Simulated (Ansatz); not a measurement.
HfC: do energies and stresses tell the same story?

All numbers below come from Ansatz 0.2.0, DFT PBE, scalar-relativistic, plane waves, PAW.

Plane waves to 420 eV, a k mesh through Γ of 16×16×16 on the computed 2-atom cell and Gaussian smearing (0.10 eV); no spin polarisation.

Relaxed cell: Fm-3m, a = 4.651 Å, b = 4.651 Å, c = 4.651 Å, α = 90.00°, β = 90.00°, γ = 90.00°, 2 atoms in the primitive cell.

Energies at zero smearing and pressures from the stress tensor, at volumes with shape and atoms relaxed:
```
V (Å³/atom) E − E(first) (meV/atom) P (GPa)
     11.825                     0.00    16.32
     12.203                   -27.87     7.56
     12.580                   -36.57     0.00
     12.958                   -28.73    -6.52
     13.335                    -6.62   -12.14
```

Check P = −dE/dV between neighbouring volumes, and get the bulk modulus from the pressures alone.

With 1 eV/Å³ = 160.2 GPa:
```csv
middle V (Å³/atom),−ΔE/ΔV (GPa),mean P (GPa)
12.014,11.833,11.940
12.391,3.692,3.780
12.769,-3.328,-3.258
13.146,-9.388,-9.332
```

The two differ by 0.11 GPa at most. The mean of two end pressures misses the average over a step by about ΔV² P″/12, up to 0.11 GPa here; with that taken off 0.01 GPa remains. Around V = 12.580 Å³/atom, the two neighbours give B = −V ΔP/ΔV = 12.580 × 14.08 / 0.755 = 234.6 GPa, against B0 = 233.5 GPa from the Birch–Murnaghan fit of the energies.

Spin–orbit coupling is left out, which can shift energies with elements as heavy as these.